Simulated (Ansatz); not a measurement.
# Band structure of Ni

```yaml
crystal:
  lattice:
    - [2.44802, 0.00000, 0.00000]
    - [-1.22401, 2.12005, 0.00000]
    - [0.00000, 0.00000, 4.07281]
  atoms:
    - { symbol: Ni, position: [0.33333, 0.66667, 0.25000] }
    - { symbol: Ni, position: [0.66667, 0.33333, 0.75000] }
```

Atoms are numbered in the order listed.

The cell is the one relaxed in the Materials Project (mp-10257), not relaxed further here; entries there can be hypothetical.

Other magnetic orders may lie lower; this is the state that the run reached.

Level of theory: DFT, LDA, all-electron LAPW, scalar-relativistic (Ansatz 0.2.0).

Numerical set-up: a Γ-centred 15×15×8 k mesh, Fermi–Dirac smearing of 0.08 eV, basis error target 1 meV/atom, spin-polarised from start moments Ni1 1.5, Ni2 1.5 μB, ending with a cell moment of 1.25 μB.

Points in fractions of the reciprocal vectors of this cell: Γ (0, 0, 0), M (0.5, 0, 0), K (0.333, 0.333, 0), A (0, 0, 0.5), L (0.5, 0, 0.5), H (0.333, 0.333, 0.5). The path joins them by straight lines in the order Γ–M–K–Γ–A–L–H–A–L; legs that retrace an earlier one aren't tabulated. Energies are in eV from the Fermi level.

Question: Metal or insulator at this level of theory?

Answer: No gap opens: metallic or semimetallic.

Question: Tabulate bands 15 to 21 of the spin-up channel, counted from the lowest band of the run, along the path.

Answer: 
```
k (1/Å)  point  band 15  band 16  band 17  band 18  band 19  band 20  band 21
   0.00      Γ    -2.13    -1.63    -1.63    -0.68    -0.68    -0.62     5.55
   0.37           -2.15    -1.91    -1.77    -1.69    -0.63     1.44     5.66
   0.74           -2.00    -1.63    -1.52    -1.35    -0.55     4.02     6.08
   1.11           -2.28    -0.82    -0.71    -0.52    -0.50     5.95     6.98
   1.48      M    -2.12    -0.53    -0.51    -0.41     1.23     3.15     9.33
   1.70           -2.10    -0.55    -0.54    -0.52     1.52     3.33     9.58
   1.91           -2.04    -0.76    -0.65    -0.60     2.29     3.77    10.29
   2.12           -1.93    -0.92    -0.73    -0.71     3.38     4.39     7.61
   2.34      K    -1.86    -0.86    -0.86    -0.76     4.51     5.21     5.21
   2.77           -2.12    -1.29    -0.69    -0.56     1.05     7.38     8.34
   3.19           -1.88    -1.78    -1.17    -0.84    -0.61     4.94     6.41
   3.62           -2.06    -1.91    -1.81    -1.64    -0.62     1.81     5.70
   4.05      Γ    -2.13    -1.63    -1.63    -0.68    -0.68    -0.62     5.55
   4.24           -2.16    -1.55    -1.55    -1.17    -0.69    -0.69     6.46
   4.43           -2.25    -2.12    -1.38    -1.38    -0.73    -0.73     8.55
   4.63           -2.35    -2.35    -1.17    -1.17    -0.83    -0.83    11.18
   4.82      A    -2.43    -2.43    -0.98    -0.98    -0.98    -0.98    14.11
   5.19           -2.22    -2.22    -1.00    -1.00    -0.82    -0.82    14.52
   5.56           -1.77    -1.77    -0.99    -0.99    -0.44    -0.44    14.45
   5.93           -1.56    -1.56    -0.68    -0.68     0.29     0.29     9.64
   6.30      L    -0.99    -0.99    -0.46    -0.46     1.42     1.42     6.98
   6.52           -1.10    -1.10    -0.57    -0.57     1.96     1.96     7.04
   6.73           -1.41    -1.41    -0.61    -0.61     3.13     3.13     7.22
   6.94           -1.67    -1.67    -0.63    -0.63     4.53     4.53     7.44
   7.16      H    -1.75    -1.75    -0.65    -0.65     5.62     5.62     7.22
   7.59           -1.77    -1.77    -0.53    -0.53     2.27     2.27    10.37
   8.01           -1.71    -1.71    -0.75    -0.75    -0.17    -0.17    14.79
   8.44           -2.15    -2.15    -1.01    -1.01    -0.77    -0.77    14.65
   8.87      A    -2.43    -2.43    -0.98    -0.98    -0.98    -0.98    14.11
```
